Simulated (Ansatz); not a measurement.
The system is CuO.

```
Cu O
1.0
     2.87950    0.00000    0.00000
     0.03907    2.87928    0.00000
     0.01750    0.01724    5.17634
Cu O
2 2
Cartesian
  0.0195 1.4396 0.0000
  1.4485 0.0086 2.5882
  2.8881 0.0177 3.8817
  0.0479 2.8788 1.2947
```

The cell comes from a database or a generator and needn't be the stable form of this composition.

Base run:

* Program: Ansatz 0.2.0
* Functional: PBEsol
* Potentials or basis: all-electron LAPW, non-relativistic
* Cutoff: 413 eV
* Density cutoff: 1653 eV
* Basis error allowed: 0.002 eV/atom
* k mesh: 9 × 9 × 5
* Occupations: fermi-dirac, width 0.05 eV
* Spin: no spin polarisation

Its results: pressure 0.3 GPa; largest force 0.011 eV/Å.

Q: The run is repeated on the same cell with these changes: potentials or basis from all-electron LAPW, non-relativistic to all-electron PAW datasets made for the crystal. What comes out?

A: Pressure -2.0 GPa; largest force 0.013 eV/Å.

Caveats: the run has no spin polarisation, though such a crystal can be magnetic.

Not every run made on this cell is shown here.
